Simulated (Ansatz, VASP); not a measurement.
# Ge: VASP beside Ansatz

Contents of INCAR:

```
PREC = Accurate ; ENCUT = 520
EDIFF = 1E-6 ; ISMEAR = -1
SIGMA = 0.05 ; LREAL = False
LASPH = True ; NELM = 100
ALGO = Normal ; ISIF = 2
LWAVE = False ; LCHARG = False
LNONCOLLINEAR = True ; MAGMOM = 0 0 0 0 0 0
LORBIT = 11 ; LSORBIT = True
GGA_COMPAT = False ; METAGGA = R2SCAN
LMIXTAU = True
```

The input KPOINTS:

```
Automatic mesh
0
Gamma
  6 6 6
```

The input POSCAR:

```
Ge
1.0
    0.0000000000      2.8289100000      2.8289100000
    2.8289100000      0.0000000000      2.8289100000
    2.8289100000      2.8289100000      0.0000000000
Ge
2
Direct
    0.7500000000      0.7500000000      0.7500000000
    0.5000000000      0.5000000000      0.5000000000
```

File KPOINTS_OPT:

```
path GXWKGLUWLK,UX
15
line-mode
reciprocal
 0.0000000000  0.0000000000  0.0000000000  G
 0.5000000000  0.0000000000  0.5000000000  X

 0.5000000000  0.0000000000  0.5000000000  X
 0.5000000000  0.2500000000  0.7500000000  W

 0.5000000000  0.2500000000  0.7500000000  W
 0.3750000000  0.3750000000  0.7500000000  K

 0.3750000000  0.3750000000  0.7500000000  K
 0.0000000000  0.0000000000  0.0000000000  G

 0.0000000000  0.0000000000  0.0000000000  G
 0.5000000000  0.5000000000  0.5000000000  L

 0.5000000000  0.5000000000  0.5000000000  L
 0.6250000000  0.2500000000  0.6250000000  U

 0.6250000000  0.2500000000  0.6250000000  U
 0.5000000000  0.2500000000  0.7500000000  W

 0.5000000000  0.2500000000  0.7500000000  W
 0.5000000000  0.5000000000  0.5000000000  L

 0.5000000000  0.5000000000  0.5000000000  L
 0.3750000000  0.3750000000  0.7500000000  K

 0.6250000000  0.2500000000  0.6250000000  U
 0.5000000000  0.0000000000  0.5000000000  X
```

input.yaml

```yaml
crystal:
  lattice:
    - [0.0, 2.82891, 2.82891]
    - [2.82891, 0.0, 2.82891]
    - [2.82891, 2.82891, 0.0]
  atoms:
    - { symbol: Ge, position: [0.75, 0.75, 0.75] }
    - { symbol: Ge, position: [0.5, 0.5, 0.5] }
hamiltonian:
  xc: r2scan
  pseudopotentials: { kind: paw_fr }
magnetization:
  noncollinear: true
  spin_orbit: true
kpoints:
  mp_grid: { grid: [6, 6, 6] }
  band_path:
    path:
      - [[0.0, 0.0, 0.0], [0.5, 0.0, 0.5], [0.5, 0.25, 0.75], [0.375, 0.375, 0.75], [0.0, 0.0, 0.0], [0.5, 0.5, 0.5], [0.625, 0.25, 0.625], [0.5, 0.25, 0.75], [0.5, 0.5, 0.5], [0.375, 0.375, 0.75]]
      - [[0.625, 0.25, 0.625], [0.5, 0.0, 0.5]]
    npoints: 14
scf:
  occupations: { method: fermi_dirac, width: 0.05 }
  n_extra_bands: 6
output:
  forces: true
  stress: true
  eigenvalues: true
  fatbands: true
```

Alike in both runs: task band structure; functional r2SCAN; k mesh 6 × 6 × 6; occupations fermi-dirac, width 0.05 eV; spin-orbit coupling, no magnetisation.

|  | VASP | Ansatz |
| --- | --- | --- |
| version | VASP 6.6.1 | Ansatz 0.2.0 |
| potentials or method | VASP PAW PBE potentials, release 64 (Ge_d) | Ansatz PAW |
| plane-wave cutoff (eV) | 520 | 500 |
| valence electrons in the cell | 28 | 28 |

```tsv
	VASP	Ansatz	Ansatz less VASP
gap on the k mesh at the Fermi level (eV)	0.31	0.35	+0.043
least direct gap on the mesh (eV)	0.31	0.35	+0.043
gap along the band path (eV)	0.31	0.35	+0.043
pressure (GPa)	0.6	0.5	-0.06
```

Caveats: the PAW data sets were made with another functional, which shifts forces and pressure a little (VASP); the PAW data sets come from PBE, with cores solved anew for the run's functional, which leaves a small shift of forces and pressure (Ansatz).
